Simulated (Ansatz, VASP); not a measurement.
## Ta: VASP beside Ansatz

The input INCAR:

```
SYSTEM = Ta
  PREC = Accurate
  ENCUT = 520
  EDIFF = 1E-8
  ISMEAR = -1
  SIGMA = 0.03
  LREAL = .False.
  LASPH = .True.
  NELM = 100
  ALGO = Normal
  ISIF = 2
  LWAVE = .False.
  LCHARG = .False.
  GGA = PE
  LEFG = .True.
  NBANDS = 12
```

The input KPOINTS:

```
regular mesh
0
Gamma
  13 13 13
  0 0 0
```

File POSCAR:

```
Ta
1.0
    2.7598829881      0.0000000000      0.0000000000
    0.0000000000      2.7598829881      0.0000000000
    0.0000000000      0.0000000000      2.7598829881
Ta
1
Direct
    0.0000000000      0.0000000000      0.0000000000
```

Input for Ansatz:

```yaml
crystal:
  lattice:
    - [2.7598829881, 0.0, 0.0]
    - [0.0, 2.7598829881, 0.0]
    - [0.0, 0.0, 2.7598829881]
  atoms:
    - { symbol: Ta, position: [0.0, 0.0, 0.0] }
kpoints:
  mp_grid: { grid: [13, 13, 13] }
scf:
  occupations: { method: fermi_dirac, width: 0.03 }
hamiltonian:
  xc: pbe
  pseudopotentials: { kind: paw }
output:
  forces: true
  stress: true
  eigenvalues: true
  efg: { contact_densities: true }
```

Change from the starting cell: volume scaled by 1.02, PAW files.

Alike in both runs: task electric field gradients; functional PBE; k mesh 13 × 13 × 13; occupations fermi-dirac, width 0.03 eV; no spin polarisation.

```csv
,VASP,Ansatz
version,VASP 6.6.1,Ansatz 0.2.0
potentials or method,"VASP PAW PBE potentials, release 64 (Ta_pv)","PAW with Ansatz's default frozen-core files, scalar-relativistic"
plane-wave cutoff (eV),520,420
valence electrons in the cell,11,13
```

|  | VASP | Ansatz | Ansatz less VASP |
| --- | --- | --- | --- |
| pressure (GPa) | -2.7 | -2.8 | -0.07 |
| Vzz of the field gradient on the site that differs most (V/Å²) | 0.0 | 0.0 | 0.00 |

The functional is the same, so the differences come from potentials, cutoffs and numerics. The two sets of potentials don't hold the same shells in valence. Ansatz warned: «gradients_without_spin_orbit».

Spin-orbit coupling is left out, which matters for the levels of Ta.
